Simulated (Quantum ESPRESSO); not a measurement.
Here is a Quantum ESPRESSO 7.5 calculation.

The input run.py:

```python
import numpy as np
from ase.calculators.espresso import Espresso, EspressoProfile
from ase.io import read

atoms = read('POSCAR')

input_data = {
    'control': {'calculation': 'scf', 'prefix': 'pwscf', 'outdir': './tmp', 'tprnfor': True, 'tstress': True, 'disk_io': 'nowf'},
    'system': {'ecutwfc': 45.0, 'ecutrho': 360.0, 'nbnd': 15, 'occupations': 'smearing', 'smearing': 'fd', 'degauss': 0.00367493},
    'electrons': {'conv_thr': 4e-10, 'electron_maxstep': 120, 'mixing_beta': 0.5},
}
pseudopotentials = {'O': 'o_pbesol_v1.2.uspp.F.UPF', 'Ti': 'ti_pbesol_v1.4.uspp.F.UPF'}
profile = EspressoProfile(command='mpirun -n 2 pw.x -nk 2', pseudo_dir='pseudo')
dft = Espresso(profile=profile, input_data=input_data, pseudopotentials=pseudopotentials, kpts=(10, 10, 8), koffset=(0, 0, 0))
atoms.calc = dft

print(f'energy {atoms.get_potential_energy():.8f} eV')
print('forces (eV/A)')
print(np.round(atoms.get_forces(), 6))
print('stress (eV/A^3, Voigt)')
print(np.round(atoms.get_stress(), 8))
print(f'Fermi level {dft.get_fermi_level():.4f} eV')
```

The input POSCAR:

```
TiO
1.0
    3.0310000000      0.0000000000      0.0000000000
   -1.5155000000      2.6249229989      0.0000000000
    0.0000000000      0.0000000000      3.2377000000
Ti O
1 1
Direct
    0.6666666667      0.3333333333      0.0000000000
    0.0000000000      0.0000000000      0.5000000000
```

Potentials or basis: GBRV 1.5 PBEsol.

Run with:

```bash
$ OMP_NUM_THREADS=1 python run.py
```

Problem. Predict the pressure.

Solution. -40.4 GPa.

Problem. Predict the band gap on the k mesh.

Solution. None (metal or under the smearing width).

Stress tensor (GPa, compression positive):
```
-33.76   0.00   0.00
  0.00 -33.76   0.00
  0.00   0.00 -53.68
```

Caveat: a pressure of tens of GPa on the cell as given is suspect, and the run, the potentials or the cell itself is likely at fault; semilocal functionals often make such compounds metallic where correlation or magnetic order opens a gap, which also shifts bond lengths.
